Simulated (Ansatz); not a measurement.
Crystal: C.

```
CELL_PARAMETERS angstrom
2.52210 0.00000 0.00000
-1.26105 2.18420 0.00000
0.00000 0.00000 8.23710
ATOMIC_POSITIONS crystal
C 0.66667 0.33333 0.84375
C 0.33333 0.66667 0.34375
C 0.66667 0.33333 0.65625
C 0.33333 0.66667 0.15625
C 0.00000 0.00000 0.90625
C 0.00000 0.00000 0.40625
C 0.00000 0.00000 0.59375
C 0.00000 0.00000 0.09375
```

This is a hexagonal form of diamond, not graphite.

Base run:

| Item | Value |
| --- | --- |
| Program | Ansatz 0.2.0 |
| Functional | BLYP |
| Potentials or basis | Ansatz PAW |
| Cutoff | 420 eV (not typed: the program's choice for these potentials) |
| k mesh | 12 × 12 × 4 |
| Occupations | fermi-dirac, width 0.05 eV |
| Spin | no spin polarisation |

Its results: band gap on the k mesh 4.75 eV, indirect (least direct gap 5.34 eV); pressure 11.5 GPa; largest force 0.341 eV/Å.

**Question.** After a change of settings the same cell gave: band gap on the k mesh 4.42 eV, indirect (least direct gap 5.19 eV); pressure 2.3 GPa; largest force 0.329 eV/Å. Which change was it?
A. functional from BLYP to r2SCAN; cutoff from 420 eV (not typed: the program's choice for these potentials) to 500 eV (not typed: the program's choice for these potentials)
B. functional from BLYP to LDA
C. functional from BLYP to PBE
D. functional from BLYP to revPBE

**Answer.** C.

PBE binds more tightly than BLYP, so the same cell stands under less pressure.

Caveats: the PAW data sets come from PBE, with cores solved anew for the run's functional, which leaves a small shift of forces and pressure (some runs).
